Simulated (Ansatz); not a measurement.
Input and output of a band-structure calculation on ZnSnP₂, ordered on the zincblende lattice (I-42d) with 8 atoms a cell (the PAW code Ansatz, PBE). The geometry is the r2SCAN minimum.

input.yaml:
```yaml
crystal:
  lattice:
    - [-2.8252061622, 2.8252061622, 5.6635792276]
    - [2.8252061622, -2.8252061622, 5.6635792276]
    - [2.8252061622, 2.8252061622, -5.6635792276]
  atoms:
    - { symbol: Zn, position: [0.0, 0.0, 0.0] }
    - { symbol: P, position: [0.375, 0.353262186, 0.478262186] }
    - { symbol: Zn, position: [0.75, 0.25, 0.5] }
    - { symbol: P, position: [0.103262186, 0.625, -0.021737814] }
    - { symbol: Sn, position: [0.5, 0.5, 0.0] }
    - { symbol: P, position: [0.875, 0.896737814, 0.521737814] }
    - { symbol: Sn, position: [0.25, 0.75, 0.5] }
    - { symbol: P, position: [0.646737814, 0.125, 0.021737814] }
kpoints:
  mp_grid: { grid: [6, 6, 6] }
  band_path:
    path:
      - [[0.0, 0.0, 0.0], [0.0, 0.0, 0.5], [0.25, 0.25, 0.25], [0.0, 0.5, 0.0], [0.0, 0.0, 0.0], [0.5, 0.5, -0.5], [0.312209733077, 0.687790266923, -0.312209733077]]
      - [[-0.312209733077, 0.312209733077, 0.312209733077], [0.0, 0.0, 0.0]]
      - [[0.0, 0.0, 0.5], [-0.124419466154, 0.124419466154, 0.5]]
      - [[0.5, 0.5, -0.124419466154], [0.5, 0.5, -0.5]]
    npoints: 10
hamiltonian:
  xc: pbe
scf:
  occupations: { method: fermi_dirac, width: 0.02 }
  n_extra_bands: 6
output:
  forces: true
  stress: true
  eigenvalues: true
```

Output, abridged:
```
Functional definition: PBE
Crystal: 8 atoms, lattice volume = 180.822 Å³
Basis set: ecut = 420 eV, 3555 PW (Γ)
Bands: 42, of which v1, the nominal top of the filled ones, is band 36 counted from 1 (35 counted from 0)
Symmetry: 8 space group operations
Space group: I-42d (ITA 122)
k-points: 30 of 216 (time reversal used)
preconditioner: auto → Resta (q_TF=auto, 2.340 Å⁻¹)  ε∞=4.3  [insulator: Δε(μ)=0.836 eV  σ=0.020 eV  ℏωp=23.4 eV]
SCF converged after 7 iterations
Free energy (F): -21710.864336 eV
Fermi energy:    7.708761 eV
--- Per-component energies (eV) ---
  E_band       = -203.092862
  E_kinetic    = 916.427867
  E_local      = -6364.811539
  E_nonlocal   = 1295.304300
  E_hartree    = 3011.706463
  E_xc         = -1284.187360
  E_vxc        = -537.888022
  E_paw        = -14207.041559
  E_vpaw       = -1535.538814
  E_ewald      = -5078.261805
--- Forces (eV/Å), atoms counted from 1 ---
  atom   1  Zn      0.00000      0.00000      0.00000
  atom   2  P     -0.08864      0.00000      0.00000
  atom   3  Zn      0.00000      0.00000      0.00000
  atom   4  P       0.00000    -0.08864      0.00000
  atom   5  Sn      0.00000      0.00000      0.00000
  atom   6  P       0.08864      0.00000      0.00000
  atom   7  Sn      0.00000      0.00000      0.00000
  atom   8  P       0.00000      0.08864      0.00000
--- Stress (GPa, compression-positive) ---
        1.998563       0.000000       0.000000
        0.000000       1.998563       0.000000
        0.000000       0.000000       1.975753
  P = ⅓ Tr σ = 1.9910 GPa (19.910 kbar)
--- Band table (eV; the first three rows and the last of 30) ---
  k-point 0: bands = […, 3.9005, 4.7852, 4.7852, 7.2775, 7.2807, 7.2807, 8.1156, 8.6959, 8.9204, 10.6369, …]
  k-point 1: bands = […, 4.4733, 4.9024, 5.1079, 5.6610, 6.6649, 7.1827, 8.9527, 9.0666, 10.0495, 10.6169, …]
  k-point 2: bands = […, 5.0464, 5.0476, 5.4707, 5.6843, 6.0397, 6.8637, 9.1327, 9.1895, 9.9684, 10.5635, …]
  k-point 29: bands = […, 4.6843, 4.6843, 5.5959, 5.5959, 5.9157, 5.9157, 8.6791, 8.6791, 8.6861, 8.6861, …]
```

The rows of the band table are 0: (0, 0, 0) = Γ, 1: (0, 0, 1/6), 2: (0, 0, 1/3), 29: (-1/2, -1/2, -1/2) = M.

Levels along the path, in eV from the valence top (v1 is the last filled band, c1 the first empty one):

| point | distance (1/Å) | v3 | v2 | v1 | c1 | c2 |
| --- | --- | --- | --- | --- | --- | --- |
| Γ | 0.00 | 0.00 | 0.00 | 0.00 | 0.83 | 1.42 |
| · | 0.39 | -1.73 | -1.19 | -0.23 | 1.82 | 1.99 |
| X | 0.79 | -1.08 | -0.79 | -0.79 | 1.13 | 1.13 |
| · | 0.92 | -1.08 | -0.95 | -0.95 | 1.40 | 1.40 |
| P | 1.06 | -1.08 | -1.05 | -1.05 | 1.68 | 1.68 |
| · | 1.34 | -1.55 | -1.22 | -1.20 | 1.92 | 2.18 |
| N | 1.62 | -1.88 | -1.46 | -0.97 | 2.48 | 2.63 |
| · | 1.93 | -1.79 | -0.79 | -0.36 | 2.00 | 2.24 |
| Γ | 2.24 | 0.00 | 0.00 | 0.00 | 0.83 | 1.42 |
| · | 2.52 | -1.51 | -0.59 | -0.59 | 1.41 | 1.87 |
| M | 2.80 | -1.68 | -1.36 | -1.36 | 1.40 | 1.40 |
| · | 3.00 | -1.70 | -1.40 | -1.18 | 1.36 | 1.85 |
| S | 3.21 | -1.88 | -1.10 | -0.93 | 1.61 | 2.35 |
| S₀ | 3.21 | -1.88 | -1.10 | -0.93 | 1.61 | 2.35 |
| · | 3.49 | -1.59 | -1.11 | -0.98 | 2.20 | 2.56 |
| · | 3.84 | -0.22 | -0.05 | -0.05 | 1.05 | 1.49 |
| Γ | 3.91 | 0.00 | 0.00 | 0.00 | 0.83 | 1.42 |
| X | 3.91 | -1.08 | -0.79 | -0.79 | 1.13 | 1.13 |
| · | 3.97 | -1.09 | -0.83 | -0.83 | 1.17 | 1.17 |
| · | 4.06 | -1.15 | -1.00 | -1.00 | 1.36 | 1.36 |
| R | 4.10 | -1.19 | -1.07 | -1.07 | 1.47 | 1.47 |
| G | 4.10 | -1.19 | -1.07 | -1.07 | 1.47 | 1.47 |
| · | 4.22 | -1.41 | -1.22 | -1.22 | 1.81 | 1.81 |
| · | 4.52 | -1.70 | -1.40 | -1.40 | 1.55 | 1.55 |
| M | 4.69 | -1.68 | -1.36 | -1.36 | 1.40 | 1.40 |

The PBE gap is direct at Γ: 0.83 eV. The gap is the least over the mesh and the extra points. With the atoms held, the mean pressure is +1.99 GPa (compression positive). The largest force is 0.09 eV/Å.

Values at 0 K without nuclear motion; spin polarisation is off, and the phase may be a hypothetical one.

No spin-orbit coupling is included; it can move band edges with weight on the heavy atoms by tenths of an eV.
